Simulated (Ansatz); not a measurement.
Computed with Ansatz on PBE0-D4/def2-TZVP structures; ΔE is electronic, products minus reactants. CCSD(T)/CBS is the MP2 limit (def2-TZVPP, def2-QZVPP) plus CCSD(T) − MP2 in def2-TZVPP, frozen cores. This one scheme is used for every species. DFT in def2-TZVPP. B3LYP here is the variant with VWN-RPA as its local correlation; programs differ in this. Each species was taken in one conformer, which may not be the lowest.

Consider the ligand exchange at a B–O bond: `BOC[SiH2]Cl` + `OCCO` → `BOCCO` + `OC[SiH2]Cl`.

```json
{"level": "r2SCAN-D4", "ΔE (kcal/mol)": "1.7", "difference from CCSD(T)/CBS": "0.0"}
{"level": "B3LYP-D4", "ΔE (kcal/mol)": "1.8", "difference from CCSD(T)/CBS": "0.1"}
{"level": "PBE", "ΔE (kcal/mol)": "1.5", "difference from CCSD(T)/CBS": "-0.2"}
{"level": "r2SCAN", "ΔE (kcal/mol)": "1.7", "difference from CCSD(T)/CBS": "0.0"}
{"level": "PBE0", "ΔE (kcal/mol)": "1.6", "difference from CCSD(T)/CBS": "-0.1"}
{"level": "B3LYP", "ΔE (kcal/mol)": "1.7", "difference from CCSD(T)/CBS": "0.0"}
{"level": "HF/def2-TZVPP", "ΔE (kcal/mol)": "1.7", "difference from CCSD(T)/CBS": "0.0"}
{"level": "MP2/def2-TZVPP", "ΔE (kcal/mol)": "2.1", "difference from CCSD(T)/CBS": "0.4"}
{"level": "CCSD/def2-TZVPP", "ΔE (kcal/mol)": "2.0", "difference from CCSD(T)/CBS": "0.3"}
{"level": "CCSD(T)/def2-TZVPP", "ΔE (kcal/mol)": "2.0", "difference from CCSD(T)/CBS": "0.3"}
{"level": "HF/def2-QZVPP", "ΔE (kcal/mol)": "1.6", "difference from CCSD(T)/CBS": "-0.1"}
{"level": "MP2/def2-QZVPP", "ΔE (kcal/mol)": "1.9", "difference from CCSD(T)/CBS": "0.2"}
{"level": "SCS-MP2/def2-QZVPP", "ΔE (kcal/mol)": "1.8", "difference from CCSD(T)/CBS": "0.1"}
{"level": "HF/CBS(def2)", "ΔE (kcal/mol)": "1.6", "difference from CCSD(T)/CBS": "-0.1"}
{"level": "MP2/CBS(def2)", "ΔE (kcal/mol)": "1.8", "difference from CCSD(T)/CBS": "0.1"}
{"level": "CCSD/CBS(def2)", "ΔE (kcal/mol)": "1.7", "difference from CCSD(T)/CBS": "0.0"}
{"level": "CCSD(T)/CBS", "ΔE (kcal/mol)": "1.7", "difference from CCSD(T)/CBS": "0"}
```

Largest T1 diagnostic among the species: 0.013.

CCSD(T)/CBS has its own doubt, a few kJ/mol and more with outer-core shells, so smaller differences from it don't rank the levels.
